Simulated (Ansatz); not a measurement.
**AlN: equation of state with PBEsol0**

The system is AlN.

```
CELL_PARAMETERS angstrom
0.00000 2.18399 2.18399
2.18399 0.00000 2.18399
2.18399 2.18399 0.00000
ATOMIC_POSITIONS crystal
Al 0.00000 0.00000 0.00000
N 0.25000 0.25000 0.25000
```

Measurements of this composition are mostly on another form, of space group No. 186.

- Program: Ansatz 0.2.0
- Task: equation of state
- Functional: PBEsol0
- Potentials or basis: Ansatz PAW
- Cutoff: 420 eV
- Density cutoff: 1680 eV
- k mesh: 5 × 5 × 5
- Occupations: fermi-dirac, width 0.05 eV
- Spin: no spin polarisation

The equilibrium volume is 10.27 Å³/atom and the bulk modulus is 218 GPa. The pressure derivative of the bulk modulus is 3.9 (rough: it moves with the points fitted).

Energy against volume, from the lowest point:
| volume (Å³/atom) | energy (meV/atom) |
| --- | --- |
| 9.792 | 16.24 |
| 10.001 | 4.86 |
| 10.209 | 0.00 |
| 10.417 | 0.93 |
| 10.626 | 7.44 |
| 10.834 | 18.76 |
| 11.042 | 34.35 |

All runs of the series together: 21 s on 2 threads of Intel(R) Xeon(R) Platinum 8488C (Sapphire Rapids), with other jobs on the host.

Caveat: the k mesh is coarse (spacing up to 0.50 Å⁻¹), so the values aren't converged, least of all with exact exchange; the PAW data sets were made with another functional, which shifts forces and pressure a little.
